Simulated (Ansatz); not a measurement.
The system is Hf.

```
Hf
1.0
     0.00000    2.22000    2.22000
     2.22000    0.00000    2.22000
     2.22000    2.22000    0.00000
Hf
1
Direct
  0.00000 0.00000 0.00000
```

This isn't the form of Hf at room conditions, which is hcp.

```yaml
Program: Ansatz 0.2.0
Task: relaxation of cell and atoms
Functional: PBE
Potentials_or_basis: Ansatz PAW
Cutoff: "420 eV (not typed: the program's choice for these potentials)"
k_mesh: 10 × 10 × 10
Occupations: fermi-dirac, width 0.05 eV
Spin: no spin polarisation
```

At the start: volume 21.88 Å³/atom.

**Question.** Where does the relaxation end?

**Answer.** It ends after 4 steps and the volume is 22.52 Å³/atom (+2.9 %); space group Fm-3m (No. 225, to 0.05 Å).

Step by step:
```tsv
step	energy change (eV)	largest force (eV/Å)	volume (Å³)
1	0.0000	0.0000	21.88
2	-0.0057	0.0000	22.55
3	-0.0057	0.0000	22.52
4	-0.0059	0.0000	22.52
```

Final structure:
```cif
data_structure
_symmetry_space_group_name_H-M 'P 1'
_symmetry_Int_Tables_number 1
_cell_length_a 3.1696
_cell_length_b 3.1696
_cell_length_c 3.1696
_cell_angle_alpha 60.000
_cell_angle_beta 60.000
_cell_angle_gamma 60.000
_cell_volume 22.52
loop_
_atom_site_label
_atom_site_type_symbol
_atom_site_fract_x
_atom_site_fract_y
_atom_site_fract_z
_atom_site_occupancy
Hf1 Hf 0.00000 0.00000 0.00000 1
```

Caveat: the plane-wave basis is chosen anew once the cell has moved, so the energies of steps on either side of that aren't comparable.
